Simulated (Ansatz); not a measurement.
## LiF: from a guess to a relaxed structure

Theory: Ansatz 0.2.0, DFT PBE, scalar-relativistic, plane waves, PAW. Cutoff 420 eV, Gaussian smearing, Γ-centred meshes. Cell and atoms relax first on a coarse mesh and then on a converged one. In between, the cell is made exact in the group found at 0.06 Å. The steps can't lower the symmetry of their start. No spin polarisation.

The guess for LiF was made by a generator: 5-connected net, two elements spread over the vertices (C2, No. 5). Lengths were set from tabulated atomic sizes, so they are only a guess.

```
Li F
1.0
     1.85650   -4.33325    0.00000
     1.85650    4.33325    0.00000
    -1.85650    0.00000    3.54665
Li F
3 3
Direct
  0.12723 0.12723 0.25447
  0.87277 0.87277 0.74553
  0.85414 0.14586 0.50000
  0.35414 0.64586 0.50000
  0.14586 0.85414 0.50000
  0.64586 0.35414 0.50000
```

Formation energies are uncorrected and refer to the elements' standard structures at the same level (F₂ as a molecule).

Question: Where does the relaxation end?

Answer: The symmetry stays C2 (No. 5). The volume per atom grows by 30.1 %, from 9.5 to 12.4 Å³. The shortest distance goes from 1.79 Å (Li–F and Li–Li) to 1.73 Å (Li–F). The energy falls by about 1.7 eV/atom (the start's value is from the coarse mesh). The end is written in a standard setting, so origin, axes and order of atoms can differ from the start's. Conventional cell: a = 5.190 Å, b = 10.487 Å, c = 3.054 Å, β = 116.7°. Li on a site of symmetry 1 has 3 F at 1.80–1.91 Å and 1 F at 2.09 Å; around Li on a site of symmetry 2 lie 1 F at 1.73 Å and 1 F at 1.85 Å; around F on its first site lie 2 Li at 1.82 Å; F on its second site is surrounded by 3 Li at 1.85–1.91 Å and 2 Li at 2.09 Å; F on its third site is surrounded by 3 Li at 1.73–1.80 Å.

```yaml
crystal:
  lattice:
    - [2.59488, -5.24327, 0.00000]
    - [2.59488, 5.24327, 0.00000]
    - [-1.37290, 0.00000, 2.72847]
  atoms:
    - { symbol: Li, position: [0.30909, 0.23116, 0.16869] }
    - { symbol: Li, position: [0.76884, 0.69091, 0.83131] }
    - { symbol: Li, position: [0.83490, 0.16510, 0.50000] }
    - { symbol: F, position: [0.40581, 0.59419, 0.50000] }
    - { symbol: F, position: [0.01123, 0.98877, 0.50000] }
    - { symbol: F, position: [0.67013, 0.32987, 0.50000] }
```

Question: Give its energy and gap.

Answer:

- Energy over the elements: −2.716 eV/atom
- Gap on the 6×6×8 mesh of the 6-atom cell: 5.58 eV

A negative formation energy is needed for stability but isn't enough: competing phases decide.

The last run used Gaussian smearing of 0.02 eV. Kohn–Sham gaps at this level usually fall short of measured ones. A later test with randomly moved atoms led to a structure 143 meV/atom lower, so this end is a saddle point or a shallow minimum.
